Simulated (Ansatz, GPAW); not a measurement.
Given: the input of a run of Ansatz 0.2.0 on LiCl. 

input.yaml

```yaml
crystal:
  lattice:
    - [0.0, 2.56477, 2.56477]
    - [2.56477, 0.0, 2.56477]
    - [2.56477, 2.56477, 0.0]
  atoms:
    - { symbol: Cl, position: [0.5, 0.5, 0.5] }
    - { symbol: Li, position: [0.0, 0.0, 0.0] }
kpoints:
  mp_grid: { grid: [9, 9, 9] }
scf:
  occupations: { method: gaussian, width: 0.013 }
hamiltonian:
  xc: pbe
  pseudopotentials: { kind: all_electron, lapw: { basis_error: 0.001 } }
output:
  forces: true
  stress: true
  eigenvalues: true
```

Potentials or basis: all-electron LAPW, scalar-relativistic.

Command:

```console
$ ansatz run input.yaml --threads 1 --pin off --max-ram 3072MiB --backend cpu --events-out ev --progress --plain --runs-dir out
```

Q: What does the same run look like in GPAW 26.7.0 (ASE script)? Potentials or basis there: GPAW PAW data sets (gpaw-data 1.2.1), cutoff 800 eV.

A: As run (cutoffs and basis follow the program's own potentials, and thresholds, step limits or extra output files can differ):

run.py

```python
from ase.dft.bandgap import bandgap
from ase.io import read, write
from ase.units import GPa
from gpaw import GPAW, PW

atoms = read('LiCl.xyz')

calc = GPAW(mode=PW(800),
            xc='PBE',
            kpts={'size': (9, 9, 9), 'gamma': True},
            occupations={'name': 'methfessel-paxton', 'order': 0, 'width': 0.013000000000000001},
            nbands=11,
            convergence={'density': 1e-05, 'energy': 1e-05},
            maxiter=150,
            txt='gpaw.txt')
atoms.calc = calc
energy = atoms.get_potential_energy()
forces = atoms.get_forces()
stress = atoms.get_stress()
calc.write('gs.gpw')
write('result.traj', atoms)
print(f'Energy: {energy:.6f} eV')
print('Forces (eV/A):')
print(forces.round(4))
print('Stress (GPa):', (stress / GPa).round(3))
print('Fermi level:', round(calc.get_fermi_level(), 4), 'eV')
print(f'Gap: {bandgap(calc)[0]:.4f} eV, direct: {bandgap(calc, direct=True)[0]:.4f} eV')
```

The input LiCl.xyz:

```xyz
2
Lattice="0.0000000000 2.5647700000 2.5647700000 2.5647700000 0.0000000000 2.5647700000 2.5647700000 2.5647700000 0.0000000000" Properties=species:S:1:pos:R:3 pbc="T T T"
Cl     2.5647700000      2.5647700000      2.5647700000
Li     0.0000000000      0.0000000000      0.0000000000
```

Potentials or basis: GPAW PAW data sets (gpaw-data 1.2.1), pw.

Run with:

```sh
$ OMP_NUM_THREADS=1 python run.py
```

Both were run:

|  | Ansatz | GPAW |
| --- | --- | --- |
| Pressure | 0.4 GPa | 0.5 GPa |

Where Ansatz's input types no cutoff or centring, it takes its own default and a Γ-centred mesh.

Pressure is positive in compression.
